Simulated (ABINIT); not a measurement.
Input of an ABINIT 10.8.3 (patched build) run:

run.abi

```
# Datasets: ground state, then fixed potential
ndtset 2

# Pseudopotentials
pp_dirpath "./"
pseudos "Hf.upf"

# Structure
acell 3*1.0
rprim
    -3.4109556549     3.4109556549     3.4109556549
     3.4109556549    -3.4109556549     3.4109556549
     3.4109556549     3.4109556549    -3.4109556549
ntypat 1
znucl 72
natom 1
typat 1
xred
     0.0000000000     0.0000000000     0.0000000000

# Plane-wave basis
ecut 29.0

# Exchange and correlation
ixc -116133

# Bands and occupations
occopt 3
tsmear 0.00183747

# SCF cycle
nstep 100

# Output
iomode 3
prtwf 0
prteig 0
prtebands 0
enunit 1
prtden1 1

# Dataset 1
kptopt1 1
ngkpt1 10 10 10
nshiftk1 1
shiftk1 0.0 0.0 0.0
nband1 10
tolvrs1 1.0e-10

# Dataset 2: bands along G-H-N-G-P-H
iscf2 -2
getden2 1
nband2 16
nbdbuf2 4
tolwfr2 1.0e-11
kptopt2 -5
ndivsm2 5
prteig2 1
kptbounds2
     0.0000000000     0.0000000000     0.0000000000
     0.5000000000    -0.5000000000     0.5000000000
     0.0000000000     0.0000000000     0.5000000000
     0.0000000000     0.0000000000     0.0000000000
     0.2500000000     0.2500000000     0.2500000000
     0.5000000000    -0.5000000000     0.5000000000
```

Potentials or basis: PseudoDojo NC SR PBEsol v0.4.1 standard.

Launch:

```bash
$ abinit run.abi > log 2>&1
```

Question: Predict the pressure.

Answer: -8.7 GPa.

Question: Predict the band gap on the k mesh.

Answer: None (metal or under the smearing width).

Levels at the corners of the path, in eV from the Fermi level:
```
point  band 4  band 5  band 6  band 7  band 8  band 9
    Γ  -29.97   -6.88    1.47    1.47    1.47    4.12
    H  -30.46   -2.36   -2.36    6.41    6.41    6.41
    N  -29.97   -3.24   -0.43    0.90    3.91    4.87
    Γ  -29.97   -6.88    1.47    1.47    1.47    4.12
    P  -30.31   -0.63   -0.63   -0.63    5.01    5.01
    H  -30.46   -2.36   -2.36    6.41    6.41    6.41
```

Caveat: spin-orbit coupling is left out, which moves the levels of the heavy elements.
